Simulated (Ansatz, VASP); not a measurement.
Two plane-wave programs on Al

```xyz
1
Lattice="0.0000 1.9961 1.9961 1.9961 0.0000 1.9961 1.9961 1.9961 0.0000" Properties=species:S:1:pos:R:3 pbc="T T T"
Al    0.0000    0.0000    0.0000
```

Alike in both runs: functional r2SCAN; k mesh 18 × 18 × 18; occupations fermi-dirac, width 0.05 eV; no spin polarisation.

Ansatz relaxed the structure, and its values are those at the end. VASP's run is a single point on that final structure, the one shown.

|  | VASP | Ansatz |
| --- | --- | --- |
| version | VASP 6.6.1 | Ansatz 0.2.0 |
| potentials or method | VASP PAW PBE potentials, release 64 (Al) | PAW with Ansatz's default frozen-core files, scalar-relativistic |
| plane-wave cutoff (eV) | 520 | 500 |
| valence electrons in the cell | 3 | 3 |

```csv
,VASP,Ansatz,Ansatz less VASP
pressure (GPa),-0.3,0.0,+0.32
```

Caveats: the PAW data sets were made with another functional, which shifts forces and pressure a little (VASP).
